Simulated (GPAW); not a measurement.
# Moving the functional in TiB

```
CELL_PARAMETERS angstrom
6.12000 0.00000 0.00000
0.00000 3.06000 0.00000
0.00000 0.00000 4.56000
ATOMIC_POSITIONS crystal
Ti 0.67700 0.25000 0.37700
Ti 0.32300 0.75000 0.62300
Ti 0.82300 0.75000 0.87700
Ti 0.17700 0.25000 0.12300
B 0.52900 0.25000 0.89700
B 0.47100 0.75000 0.10300
B 0.97100 0.75000 0.39700
B 0.02900 0.25000 0.60300
```

Kept alike: task band structure; k mesh 3 × 6 × 4; occupations fermi-dirac, width 0.05 eV; no spin polarisation. Program: GPAW, potentials by row: the program's PAW data sets (release 1.2.1) made for this functional (LDA); PAW data sets generated for this functional (PBEsol); GPAW PAW data sets (gpaw-data 1.2.1) (r2SCAN on files made for PBE), cutoff 800 eV. The mesh is that of the run's cell of 8 atoms. No spin-orbit coupling.

| run | pressure (GPa) |
| --- | --- |
| A | -5.37 |
| B | -1.41 |
| C | -10.69 |

Pressure is positive in compression; the values hold the error of the finite cutoff, so their zero can differ a little from the energy's minimum. For a metal such a mesh leaves the last digits unconverged.

Task: The runs differ in the functional (and the potentials named above) alone: LDA; PBEsol; r2SCAN. Which run is which?

Result: Run A is PBEsol; run B is r2SCAN; run C is LDA. The pressure runs from -10.69 (LDA) to -1.41 GPa (r2SCAN).
